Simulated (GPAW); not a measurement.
SiC:

```
CELL_PARAMETERS angstrom
3.07569 0.00000 0.00000
-1.53785 2.66363 0.00000
0.00000 0.00000 10.07065
ATOMIC_POSITIONS crystal
Si 0.00000 0.00000 0.18789
Si 0.00000 0.00000 0.68789
Si 0.33333 0.66667 0.43784
Si 0.66667 0.33333 0.93784
C 0.00000 0.00000 0.00046
C 0.00000 0.00000 0.50046
C 0.33333 0.66667 0.24980
C 0.66667 0.33333 0.74980
```

The cell is a database's computed one.

Base run:

* Program: GPAW 26.7.0
* Functional: TASK
* Potentials or basis: GPAW PAW data sets (gpaw-data 1.2.1)
* Cutoff: 800 eV
* Basis: pw
* k mesh: 6 × 6 × 2
* Occupations: fermi-dirac, width 0.05 eV
* Spin: no spin polarisation

Its results: band gap on the k mesh 2.97 eV, indirect (least direct gap 4.21 eV); pressure 9.1 GPa; largest force 0.022 eV/Å.

**Question.** After a change of settings the same cell gave: band gap on the k mesh 2.21 eV, indirect (least direct gap 3.33 eV); pressure 3.4 GPa; largest force 0.004 eV/Å. Which change was it?
A. functional from TASK to TPSS
B. functional from TASK to PBE; k mesh from 6 × 6 × 2 to 10 × 10 × 3
C. functional from TASK to LDA; potentials or basis from GPAW PAW data sets (gpaw-data 1.2.1) to PAW data sets generated in the run's folder for this functional
D. functional from TASK to BLYP; potentials or basis from GPAW PAW data sets (gpaw-data 1.2.1) to PAW data sets generated in the run's folder for this functional

**Answer.** A.

Caveats: the PAW data sets were made with another functional, which shifts forces and pressure a little.

Not every run made on this cell is shown here.
